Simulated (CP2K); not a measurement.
HfN: equation of state with LDA

Crystal: HfN.

```
Hf N
1.0
     3.19047    0.00000    0.00000
     1.59523    2.76302    0.00000
     1.59523    0.92101    2.60500
Hf N
1 1
Cartesian
  0.0000 0.0000 0.0000
  3.1905 1.8420 1.3025
```

* Program: CP2K 2026.2
* Task: equation of state
* Functional: LDA
* Potentials or basis: GTH_POTENTIALS Hf GTH-PADE-q12, N GTH-PADE-q5; TZVP-MOLOPT-PBE-GTH basis
* Density cutoff: 6123 eV
* k mesh: 10 × 10 × 10
* Occupations: fermi-dirac, width 0.0259 eV
* Spin: no spin polarisation

```
Equilibrium volume : outside the volumes run
```

Energy against volume, from the lowest point:
| volume (Å³/atom) | energy (meV/atom) |
| --- | --- |
| 10.793 | 0.00 |
| 11.023 | 78.68 |
| 11.252 | 161.22 |
| 11.482 | 247.44 |
| 11.712 | 336.64 |
| 11.941 | 428.48 |
| 12.171 | 522.42 |

All runs of the series together: 8.1 min on 1 thread of Intel(R) Xeon(R) 6975P-C (Granite Rapids), with other jobs on the host.

Caveat: the basis of atomic orbitals isn't converged, which shifts pressures, moduli and gaps. The run has no spin-orbit coupling, so splittings on Hf are missing.
